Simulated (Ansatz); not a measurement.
**Al: a trial structure relaxed**

Where does this trial cell of Al go when cell and atoms are let free?

Program: Ansatz 0.2.0. Level of theory: DFT PBE, scalar-relativistic, plane waves, PAW. These are calculated values, not measurements.

## Step 1: The starting structure

The structure is tetragonal, space group P4/mmm (No. 123). Conventional cell: a = 2.507 Å, b = 2.507 Å, c = 2.668 Å, α = 90.00°, β = 90.00°, γ = 90.00°. Al (site symmetry 4/mmm) has 6 Al at 2.51 to 2.67 Å as nearest neighbours.

As a file:

```xyz
1
Lattice="2.5070 0.0000 0.0000 0.0000 2.5070 0.0000 0.0000 0.0000 2.6681" Properties=species:S:1:pos:R:3 pbc="T T T"
Al    0.0000    0.0000    1.3341
```

A structure generator made this guess: random cell by space group and Wyckoff sites (P4/mmm, No. 123). Lengths come from tabulated atomic sizes and are only a guess.

## Step 2: The guess as it stands, on a coarse mesh

input.yaml reads:

```yaml
crystal:
  lattice:
    - [2.50701908, 0.0, 0.0]
    - [0.0, 2.50701908, 0.0]
    - [0.0, 0.0, 2.66812424]
  atoms:
    - { symbol: Al, position: [0.0, 0.0, 0.5] }
basis:
  ecutwfc: 420
kpoints:
  mp_grid: { grid: [6, 6, 6] }
hamiltonian:
  xc: pbe
scf:
  occupations: { method: gaussian, width: 0.1 }
  lower_state_search: "off"
output:
  forces: true
  stress: true
  eigenvalues: true
```

The run is started by

```sh
$ ansatz run input.yaml --threads 1 --pin off --max-ram 2560MiB --backend cpu --events-out ev --progress --plain --runs-dir out
```

The session goes on with these runs: a loose first relaxation; final relaxation.

Q: Predict the outcome of this session. Wanted: conventional cell; volume; energy over the standard state; gap on the mesh.

**Answer**, as computed:

```
                              quantity                                                                      value
symmetry at the end (tolerance 0.05 Å)                                                space group Pm-3m (No. 221)
                     conventional cell  a = 2.722 Å, b = 2.722 Å, c = 2.722 Å, α = 90.00°, β = 90.00°, γ = 90.00°
                                volume                                                              20.16 Å³/atom
        energy over the standard state                                                              +0.37 eV/atom
                       gap on the mesh                                                               none (metal)
```

The symmetry goes from space group P4/mmm (No. 123) to space group Pm-3m (No. 221), and the volume per atom grows by 20.2 % from the first guess. It lies above the element's standard state, so it is metastable at best. No finished test with a distortion of lower symmetry is shown, so the end may be a saddle point.
